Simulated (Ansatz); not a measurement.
# Mn3Si under changes of volume

One of the cells (11.709 Å³/atom); the others are scaled copies at fixed shape and fractional positions:

```
Mn Si
1.0
     0.00000    2.86100    2.86100
     2.86100    0.00000    2.86100
     2.86100    2.86100    0.00000
Mn Si
3 1
Direct
  0.75000 0.75000 0.75000
  0.25000 0.25000 0.25000
  0.50000 0.50000 0.50000
  0.00000 0.00000 0.00000
```

| Property | Result |
| --- | --- |
| Program | Ansatz 0.2.0 |
| Functional | PBEsol |
| Potentials or basis | all-electron LAPW, scalar-relativistic |
| Cutoff | 282 eV (chosen from the basis error) |
| Basis error allowed | 0.002 eV/atom |
| k mesh | 8 × 8 × 8 |
| Occupations | fermi-dirac, width 0.05 eV |
| Spin | collinear spin, ferromagnetic start |
| Starting moments | [4.0, 4.0, 4.0, 0.0] μB |

```csv
volume (Å³/atom),energy over the lowest point (meV/atom),pressure (GPa),moment (μB per cell)
11.007,0.00,-4.6,1.04
11.241,?,?,?
11.475,24.73,-12.5,1.02
11.709,45.28,-15.9,1.01
11.943,70.54,-18.9,1.01
12.177,100.07,-21.5,1.01
12.412,133.29,-23.9,1.00
```

Q: What does the run at 11.241 Å³/atom give?

A: Energy over the lowest point 9.44 meV/atom; pressure -8.8 GPa; moment 1.02 μB per cell.

Worked out: A Birch-Murnaghan fit of order 3 (a polynomial in V^(-2/3)) to the other rows has its minimum at 10.80 Å³/atom, just outside them, with B0 = V·E''(V) = 234 GPa and B' = 4.5. It gives 9.39 meV/atom at 11.241 Å³/atom, against the run's 9.44, and -dE/dV = -8.5 GPa, against -8.8. A straight line through the other rows of the moment, of slope -0.0256 μB per Å³/atom, gives 1.03 μB, against the run's 1.02.

Energies are extrapolated to zero smearing.

Caveats: the starting moments weren't kept.
